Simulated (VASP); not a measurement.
# BeS: convergence, relaxation of the cell

BeS, F-43m (no. 216), 2 atoms in the cell. AM05; PAW potentials S, Be (PBE set). VASP 6.6.1. The cell is changed on purpose: volume scaled by 1.1.

Wanted: cell volume within 0.2 %; lattice lengths within 0.1 %; shortest distances from each atom, periodic images included within 0.005 Å.

What the run is for: cell; Accuracy asked: standard.

The series start from Plane-wave cutoff (eV): 390; k-point mesh: 6 × 6 × 6; Relaxation passes: 2; Ionic threshold (EDIFFG): -0.005; Electronic threshold (eV): 1e-6; Precision mode (PREC): Accurate; Relaxation algorithm: IBRION=2 POTIM=0.5. Each series keeps the choices made before it, and each single choice may use up half of a tolerance. Times cover all steps of a run.

## Plane-wave cutoff (eV)

| Plane-wave cutoff (eV) | Cell volume (Å³) | Lattice lengths, largest deviation against the largest value | Shortest distances from each atom, periodic images included, largest deviation (Å) | Time (s) |
|---|---|---|---|---|
| 260 | 28.21 | 0.37 % | 0.0077 | 15 |
| 300 | 28.44 | 0.096 % | 0.0020 | 15 |
| 340 | 28.52 | 0.0061 % | 0.0001 | 15 |
| 390 | 28.51 | 0.0047 % | 0.0001 | 13 |
| 460 | 28.51 | 0.011 % | 0.0002 | 20 |
| 550 | 28.52 | 0.0023 % | 0.0001 | 20 |
| 690 (reference) | 28.52 | 0 % | 0.0000 | 36 |

Chosen: 340, the loosest value from which every tighter one stays within half of the tolerance.

## k-point mesh

| k-point mesh | Cell volume (Å³) | Lattice lengths, largest deviation against the largest value | Shortest distances from each atom, periodic images included, largest deviation (Å) | Time (s) |
|---|---|---|---|---|
| 3 × 3 × 3 | 29.2 | 0.8 % | 0.0168 | 14 |
| 4 × 4 × 4 | 28.68 | 0.2 % | 0.0043 | 13 |
| 5 × 5 × 5 | 28.56 | 0.056 % | 0.0012 | 15 |
| 6 × 6 × 6 | 28.52 | 0.016 % | 0.0003 | 15 |
| 8 × 8 × 8 | 28.51 | 0.0015 % | 0.0000 | 19 |
| 10 × 10 × 10 (reference) | 28.51 | 0 % | 0.0000 | 23 |

Chosen: 6 × 6 × 6.

## Relaxation passes

| Relaxation passes | Cell volume (Å³) | Lattice lengths, largest deviation against the largest value | Shortest distances from each atom, periodic images included, largest deviation (Å) | Time (s) |
|---|---|---|---|---|
| 1 | 28.52 | 0 % | 0.0000 | 11 |
| 2 | 28.52 | 0 % | 0.0000 | 15 |
| 3 (reference) | 28.52 | 0 % | 0.0000 | 17 |

Chosen: 1.

## Ionic threshold (EDIFFG)

| Ionic threshold (EDIFFG) | Cell volume (Å³) | Lattice lengths, largest deviation against the largest value | Shortest distances from each atom, periodic images included, largest deviation (Å) | Time (s) |
|---|---|---|---|---|
| -0.05 | 28.52 | 0 % | 0.0000 | 10 |
| -0.02 | 28.52 | 0 % | 0.0000 | 9.9 |
| -0.01 | 28.52 | 0 % | 0.0000 | 12 |
| -0.005 | 28.52 | 0 % | 0.0000 | 11 |
| -0.002 (reference) | 28.52 | 0 % | 0.0000 | 11 |

Chosen: -0.05.

## Electronic threshold (eV)

| Electronic threshold (eV) | Cell volume (Å³) | Lattice lengths, largest deviation against the largest value | Shortest distances from each atom, periodic images included, largest deviation (Å) | Time (s) |
|---|---|---|---|---|
| 0.0001 | 28.53 | 0.0053 % | 0.0001 | 10 |
| 1e-5 | 28.53 | 0.0032 % | 0.0001 | 9.6 |
| 1e-6 | 28.52 | 0.00058 % | 0.0000 | 10 |
| 1e-7 (reference) | 28.52 | 0 % | 0.0000 | 12 |

Chosen: 0.0001.

## Precision mode (PREC)

| Precision mode (PREC) | Cell volume (Å³) | Lattice lengths, largest deviation against the largest value | Shortest distances from each atom, periodic images included, largest deviation (Å) | Time (s) |
|---|---|---|---|---|
| Normal | 28.53 | 0.00087 % | 0.0000 | 5.4 |
| Accurate (reference) | 28.53 | 0 % | 0.0000 | 10 |

Chosen: Normal.

## Relaxation algorithm

| Relaxation algorithm | Cell volume (Å³) | Lattice lengths, largest deviation against the largest value | Shortest distances from each atom, periodic images included, largest deviation (Å) | Time (s) |
|---|---|---|---|---|
| IBRION=2 POTIM=0.5 | 28.53 | 0 % | 0.0000 | 5.4 |
| IBRION=2 POTIM=0.2 | 28.52 | 0.0053 % | 0.0001 | 7.5 |
| IBRION=1 POTIM=0.5 | 28.56 | 0.041 % | 0.0008 | 6.2 |
| IBRION=1 POTIM=0.2 | 28.44 | 0.11 % | 0.0022 | 6.1 |

Chosen: IBRION=2 POTIM=0.5; no other choice that stays within half of the tolerance saves 30 % of the time.

## All choices together

| Input | Cell volume (Å³) | Lattice lengths, largest deviation against the largest value | Shortest distances from each atom, periodic images included, largest deviation (Å) | Time (s) |
|---|---|---|---|---|
| the program's defaults (naive) | 28.22 | 0.34 % | 0.0072 | 3.5 |
| chosen settings | 28.53 | 0.016 % | 0.0003 | 5.4 |
| reference settings throughout | 28.51 | 0 % | 0.0000 | 80 |

The tolerance is met.

Values of the reference run: Lattice lengths: 3.429, 3.429, 3.429 Å; Shortest distances from each atom, periodic images included: 2.1, 2.1, 2.1, 2.1, 2.1, 2.1, 2.1, 2.1 Å.

## The input

INCAR.step1:
```
SYSTEM = BeS
GGA = AM ; ISMEAR = 0
SIGMA = 0.03 ; LWAVE = .False.
LCHARG = .False. ; NSW = 80
PREC = Normal ; LASPH = .True.
LREAL = .False. ; ALGO = Normal
EDIFF = 1E-4 ; NELM = 120
GGA_COMPAT = .False. ; IBRION = 2
ISIF = 3 ; EDIFFG = -0.05
NELMIN = 4 ; ENCUT = 340
EFERMI = MIDGAP ; POTIM = 0.5
```

INCAR.step2, as INCAR.step1 but for:
```
- NSW = 80
- IBRION = 2
- ISIF = 3
- EDIFFG = -0.05
- NELMIN = 4
- POTIM = 0.5
+ ISIF = 2
```

KPOINTS:
```
Automatic mesh
0
Gamma
  6 6 6
  0 0 0
```

POSCAR.step1:
```
BeS
1.0
    0.0000000000      2.5032792800      2.5032792800
    2.5032792800      0.0000000000      2.5032792800
    2.5032792800      2.5032792800      0.0000000000
S Be
1 1
Direct
    0.7500000000      0.7500000000      0.7500000000
    0.0000000000      0.0000000000      0.0000000000
```

Commands (each step's output is kept before the next begins):
```
cat potpaw_PBE.64/S/POTCAR potpaw_PBE.64/Be/POTCAR > POTCAR
cp INCAR.step1 INCAR
cp POSCAR.step1 POSCAR
mpirun -np 1 vasp_std > vasp.out
cp CONTCAR POSCAR
cp INCAR.step2 INCAR
mpirun -np 1 vasp_std > vasp.out
```

The chosen input took VASP 6.6.1 5.4 s on 1 core (Intel Xeon 6975P-C (Granite Rapids)), a shared host.
